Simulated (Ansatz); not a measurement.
**How much do the gradients of MgF2 depend on the method?**

Cell: a Materials Project structure (computed, not necessarily an observed phase), whose atoms a relaxation with PBE at fixed cell left in place.

Space group P4_2/mnm (No. 136); a = 4.6152, c = 3.0478 Å.

```csv
site,Wyckoff,site symmetry,x,y,z
Mg,2a,m.mm,0.5000,0.5000,0.5000
F,4f,m.2m,0.6971,0.6971,0.0000
```

One atom of each set is listed.

First run. Method: Kohn–Sham DFT in Ansatz, PBE, plane waves and PAW, scalar-relativistic, 420 eV cutoff, Γ-centred 7×7×11 k-points, Fermi–Dirac smearing 0.01 eV.

```json
{"site": "Mg", "V_zz (10²¹ V/m²)": "0.75", "η": "0.19"}
{"site": "F", "V_zz (10²¹ V/m²)": "-4.87", "η": "0.34"}
```

Second run. The same atoms and settings, except that the functional is r2SCAN and the cutoff is 500 eV.

Problem. Given the first result, estimate the second.

Solution. 

```tsv
site	V_zz	η	change of V_zz
Mg	0.73	0.16	-0.02
F	-4.70	0.30	+0.17
```

The largest change of V_zz is on F, from -4.87 to -4.70. In per cent, |V_zz| changes by -3 on Mg, -4 on F (all sites that start above 0.5).

For the first run: At this cell the PBE pressure is 5 GPa, so with PBE the cell would grow if it were relaxed. The entry's cell may itself be off.
